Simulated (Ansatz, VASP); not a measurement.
# Ba in VASP and in Ansatz

Contents of INCAR:

```
SYSTEM = Ba
PREC     = Accurate       ! precision mode
ENCUT    = 520            ! plane-wave cutoff, eV
EDIFF    = 1E-6           ! SCF threshold, eV
ISMEAR   = -1             ! smearing method
SIGMA    = 0.05           ! smearing width, eV
LREAL    = .FALSE.        ! projectors in reciprocal space
LASPH    = .TRUE.         ! aspherical terms in the spheres
NELM     = 80             ! most SCF steps
ALGO     = Normal         ! electronic algorithm
ISIF     = 2              ! what is computed and relaxed
LWAVE    = .FALSE.        ! write WAVECAR
LCHARG   = .FALSE.        ! write CHGCAR
GGA      = PE             ! functional
NBANDS   = 17             ! bands
```

File KPOINTS:

```
Automatic mesh
0
G
  9 9 9
  0 0 0
```

Contents of POSCAR:

```
Ba
1.0
    0.0000000000      3.0470843684      3.0470843684
    3.0470843684      0.0000000000      3.0470843684
    3.0470843684      3.0470843684      0.0000000000
Ba
2
Direct
   -0.1250000000     -0.1250000000     -0.1250000000
    0.1250000000      0.1250000000      0.1250000000
```

Input for Ansatz:

```yaml
crystal:
  lattice:
    - [0.0, 3.0470843684, 3.0470843684]
    - [3.0470843684, 0.0, 3.0470843684]
    - [3.0470843684, 3.0470843684, 0.0]
  atoms:
    - { symbol: Ba, position: [-0.125, -0.125, -0.125] }
    - { symbol: Ba, position: [0.125, 0.125, 0.125] }
kpoints:
  mp_grid: { grid: [9, 9, 9] }
scf:
  occupations: { method: fermi_dirac, width: 0.05 }
hamiltonian:
  xc: pbe
  pseudopotentials: { kind: paw }
output:
  forces: true
  stress: true
  eigenvalues: true
  populations: true
```

Change from the starting cell: volume scaled by 0.5, PAW files.

Alike in both runs: task single point; functional PBE; k mesh 9 × 9 × 9; occupations fermi-dirac, width 0.05 eV; no spin polarisation.

|  | VASP | Ansatz |
| --- | --- | --- |
| version | VASP 6.6.1 | Ansatz 0.2.0 |
| potentials or method | VASP PAW PBE potentials, release 64 (Ba_sv) | PAW with Ansatz's default frozen-core files, scalar-relativistic |
| plane-wave cutoff (eV) | 520 | 420 |
| valence electrons in the cell | 20 | 20 |

Ansatz gave:

* pressure (GPa): 50.6

Q: Estimate VASP's values.

A: Pressure (GPa): 59.3.

The functional is the same, so the differences come from potentials, cutoffs and numerics.

Caveats: so large a pressure means that the cell lies far from this level's equilibrium, or that cutoff or potentials fall short (VASP). The runs have no spin-orbit coupling, so splittings on Ba are missing.
